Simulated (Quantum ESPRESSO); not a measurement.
**TiTe2 and the effect of the strain (εzz = s)**

```
Te Ti
1.0
     3.77700    0.00000    0.00000
    -1.88850    3.27098    0.00000
     0.00000    0.00000    6.49800
Te Ti
2 1
Direct
  0.33333 0.66667 0.73720
  0.66667 0.33333 0.26280
  0.00000 0.00000 0.00000
```

Kept alike: task relaxation of the atoms; functional PBEsol; k mesh 8 × 8 × 4; occupations fermi-dirac, width 0.05 eV; no spin polarisation. Program: Quantum ESPRESSO, GBRV 1.5 PBEsol, cutoff 612 eV. The mesh is that of the run's cell of 3 atoms. No spin-orbit coupling.

| s | free energy over the lowest row (meV/atom) |
| --- | --- |
| -0.04 | 0.58 |
| -0.02 | 0.00 |
| -0.01 | 1.08 |
| 0 | 2.85 |
| 0.01 | 5.17 |
| 0.02 | 7.92 |
| 0.04 | 14.26 |

The cell shown is the unstrained one; x, y and z are its Cartesian axes. For a metal such a mesh leaves the last digits unconverged.

The free energy is lowest at -0.02, and 14.26 meV an atom higher at 0.04.
